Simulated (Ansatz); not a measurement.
The cell was built from the rocksalt type and relaxed in the same program, and has space group Fm-3m; it needn't be a known or the stable phase.

An input for AgCl: DFT, PBE, PAW with Ansatz's default frozen-core files, scalar-relativistic (Ansatz 0.2.0).

```yaml
crystal:
  lattice:
    - [0.0, 2.8052039605, 2.8052039605]
    - [2.8052039605, 0.0, 2.8052039605]
    - [2.8052039605, 2.8052039605, 0.0]
  atoms:
    - { symbol: Ag, position: [0.0, 0.0, 0.0] }
    - { symbol: Cl, position: [0.5, 0.5, 0.5] }
kpoints:
  mp_grid: { grid: [12, 12, 12] }
scf:
  occupations: { method: fermi_dirac, width: 0.08 }
hamiltonian:
  xc: pbe
  pseudopotentials: { kind: paw }
output:
  forces: true
  stress: true
  eigenvalues: true
  efg: { contact_densities: true }
basis:
  ecutwfc: 150
```

The results part of the log:

```
SCF 1 converged in 10 iterations: F = -8607.496801 eV  dr2 = 2.43e-8
  greatest PAW one-centre occupation: 1.258 electrons in one spin orbital (limit 2), on the Ag atom at site 0 (counted from 0), in its partial waves of l = 2
SCF converged after 10 iterations
Free energy (F): -8607.496801 eV
Harris-Foulkes:  -8607.496801 eV  (|F-HF|=8.67e-9)
Internal energy: -8607.496799 eV  (E = F + TS)
E sigma→0 (E₀):  -8607.496800 eV
Entropy (-TS):   -0.000002 eV (-0.001 meV/atom)
Fermi energy:    7.928850 eV
--- Per-component energies (eV) ---
  E_band       = -473.986612
  E_kinetic    = 779.068747
  E_local      = -3070.644201  (includes V_loc(G=0)·N_el)
  E_nonlocal   = 26.426878
  E_hartree    = 1272.844012
  E_xc         = -309.546146
  E_vxc        = -379.909223  (∫ρ·V_xc dr)
  E_paw        = -4521.333467  (= ΣΔE_a)
  E_vpaw       = -374.623885  (= ΣTr[D̂ρ^β])
  E_aug_tail   = 0.009817  (compensation charges beyond the density's cutoff)
  E_ewald      = -2784.322439
  E_smearing   = -0.000002  (= −TS)
  E_closure    = -0.000000  (closes the sum)
  Σ components = -8607.496801   (vs F -8607.496801, Δ=0.00e0)
--- Forces (eV/Å), atoms counted from 1 ---
  atom   1  Ag    -0.00000000     0.00000000    -0.00000000
  atom   2  Cl     0.00000000     0.00000000     0.00000000
  max |Σ_I F_I| component: 4.14e-30 eV/Å
--- Stress (GPa, compression-positive) ---
      -11.468731      -0.000000       0.000000
       -0.000000     -11.468731      -0.000000
        0.000000      -0.000000     -11.468731
  P = ⅓ Tr σ = -11.4687 GPa (-114.687 kbar)
--- PAW observables at the nuclei: V_zz in 10²¹ V/m², potentials from the cell's mean, atoms counted from 1 ---
  atom   1  Ag V_zz =    +0.000000   η = 0.0000   by run symmetry: forbidden
            electrostatic potential = -7435.992431 V   contact ρ = 948473.070444 e/Å³
  atom   2  Cl V_zz =    -0.000000   η = 0.0000   by run symmetry: forbidden
            electrostatic potential = -1774.921652 V   contact ρ = 24097.564765 e/Å³
--- Band table (eV; the first three rows and the last of 72) ---
  k-point 0: bands = ["-94.0409", "-54.6166", "-54.6166", "-54.6166", "-7.2367", "3.3636", "3.3636", "4.2426", "4.2426", "4.2426", "5.9504", "5.9504", "5.9504", "8.4964", "19.4006", "19.4006", "19.4006"]
  k-point 1: bands = ["-94.1363", "-54.8894", "-54.6813", "-54.6813", "-7.2128", "3.1201", "3.1201", "3.9711", "4.0062", "4.0062", "5.5914", "6.0323", "6.0323", "8.8776", "18.4245", "19.1589", "19.1589"]
  k-point 2: bands = ["-94.0679", "-54.8007", "-54.6341", "-54.6341", "-7.1459", "3.0540", "3.0540", "3.8714", "4.0144", "4.0144", "5.1402", "6.2720", "6.2720", "9.7082", "17.3015", "18.7052", "18.7052"]
  k-point 71: bands = ["-94.9637", "-56.0887", "-56.0887", "-55.5524", "-6.8469", "1.2397", "1.5439", "1.7576", "2.1463", "2.1463", "4.5863", "4.5863", "5.1456", "11.5463", "15.7999", "15.7999", "16.2674"]
```
